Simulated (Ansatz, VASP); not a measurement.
**SnH5: VASP beside Ansatz**

```
Sn H
1.0
     0.00000    2.75436    2.75436
     2.75436    0.00000    2.75436
     2.75436    2.75436    0.00000
Sn H
1 5
Cartesian
  0.0000 0.0000 0.0000
  4.1315 4.1315 4.1315
  3.2607 3.2607 2.2480
  3.2607 2.2480 3.2607
  2.2480 3.2607 3.2607
  2.2480 2.2480 2.2480
```

Change from the starting cell: species swapped into the ZrNi5 type (F-43m, No. 216).

Alike in both runs: functional PBE; k mesh 4 × 4 × 4; occupations gaussian, width 0.1 eV; no spin polarisation.

Ansatz relaxed the structure, and its values are those at the end. VASP's run is a single point on that final structure, the one shown.

```csv
,VASP,Ansatz
version,VASP 6.6.1,Ansatz 0.2.0
potentials or method,"VASP PAW PBE potentials, release 64 (Sn_d, H)","scalar-relativistic, plane waves, PAW"
plane-wave cutoff (eV),520,420
valence electrons in the cell,19,19
```

```csv
,VASP,Ansatz,Ansatz less VASP
gap on the k mesh at the Fermi level (eV),none,none,-
pressure (GPa),-0.5,-0.3,+0.19
rms of the force components (eV/Å),0.003,0.003,0.0000
```

A gap of «none» marks a metal or a gap that the smearing closes. The functional is the same, so the differences come from potentials, cutoffs and numerics.

Caveats: the k mesh is coarse (spacing up to 0.49 Å⁻¹), so the values aren't converged.
